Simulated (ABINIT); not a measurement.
Crystal: Hf.

```xyz
2
Lattice="3.1967 0.0000 0.0000 -1.5983 2.7684 0.0000 0.0000 0.0000 5.0578" Properties=species:S:1:pos:R:3 pbc="T T T"
Hf    1.5984    0.9228    3.7934
Hf    0.0000    1.8456    1.2645
```

Program: ABINIT 10.8.3 (patched build). Alike in all runs: no spin polarisation; cell as given; smearing fermi-dirac 0.05 eV. Hardware: 1 thread of Intel(R) Xeon(R) Processor @ 2.70GHz, on a shared host.

Task: Order these runs on this cell by their wall time, lowest first.
A. task band structure; level PW91; potentials or basis JTH PAW PBE v2.0; k mesh 10 × 10 × 5; cutoff (eV) 517; fine-grid cutoff 1034.03 eV; mesh quality not flagged
B. task single point; level PBE; potentials or basis JTH PAW PBE v2.0; k mesh 8 × 8 × 4; cutoff (eV) 517; fine-grid cutoff 1034.03 eV; mesh quality not flagged
C. task single point; level r2SCAN; potentials or basis JTH PAW PBE v2.0; k mesh 8 × 8 × 4; cutoff (eV) 626; fine-grid cutoff 1224.51 eV; mesh quality not flagged
D. task single point; level LDA; potentials or basis JTH PAW LDA v2.0; k mesh 6 × 6 × 3; cutoff (eV) 463; fine-grid cutoff 925.187 eV; mesh quality coarse

Result: D (6.6 s), B (15 s), A (45 s), C (92 s).

Caveats: some runs use coarse meshes.
